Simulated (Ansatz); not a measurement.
Set up this calculation in Ansatz 0.2.0, as the native input.

| Quantity | Value |
| --- | --- |
| Task | projected density of states |
| Functional | LDA |
| Potentials or basis | JTH PAW |
| Cutoff | 1800 eV (not typed: the program's choice for these potentials) |
| k mesh | 10 × 10 × 10 |
| Occupations | fermi-dirac, width 0.1 eV |
| Spin | non-collinear spin, ferromagnetic start |
| Starting moments | [[0.0, 0.0, 1.0], [0.0, 0.0, 0.0], [0.0, 0.0, 0.0]] μB |

MoS2:

```
Mo S
1.0
     1.58000    0.91221    6.15000
    -1.58000    0.91221    6.15000
     0.00000   -1.82443    6.15000
Mo S
1 2
Direct
  0.00000 0.00000 0.00000
  0.41700 0.41700 0.41700
  0.25000 0.25000 0.25000
```

Measurements of this composition are mostly on another form, of space group No. 194.

These files were run (other wordings do the same):

input.yaml

```yaml
crystal:
  lattice:
    - [1.58, 0.9122134253, 6.15]
    - [-1.58, 0.9122134253, 6.15]
    - [0.0, -1.8244268506, 6.15]
  atoms:
    - { symbol: Mo, position: [0.0, 0.0, 0.0], spin: 1.0, spin_axis: [0.0, 0.0, 1.0] }
    - { symbol: S, position: [0.417, 0.417, 0.417] }
    - { symbol: S, position: [0.25, 0.25, 0.25] }
hamiltonian:
  xc: lda
  pseudopotentials: { kind: paw, source: jth, xc_functional: pbe }
magnetization:
  noncollinear: true
  spin_orbit: false
kpoints:
  mp_grid: { grid: [10, 10, 10], shift: [0.5, 0.5, 0.5] }
scf:
  occupations: { method: fermi_dirac, width: 0.1 }
  n_extra_bands: 7
output:
  forces: true
  stress: true
  eigenvalues: true
  dos: { projected: true, de: 0.05, nscf_kmesh: { grid: [15, 15, 15] } }
  write_density: true
  write_potential: true
  elf: true
  volumetric_format: npy
```

Potentials or basis: JTH PAW.

Run with:

```bash
$ ansatz run input.yaml --threads 2 --pin off --max-ram 5120MiB --backend cpu --events-out ev --progress --plain --runs-dir out
```

Results of the run:

```yaml
Pressure: -2.4 GPa
Largest_force: 0.083 eV/Å
Band_gap_on_the_k_mesh: 0.91 eV, indirect (least direct gap 1.96 eV)
Net_moment: 0.00 μB per cell
Absolute_moment: 0.00 μB per cell
```

Caveat: the starting moments weren't kept.

Run time: 16 min on 2 threads of Arm Neoverse V1, with other jobs on the host, peak memory 3.5 GiB.
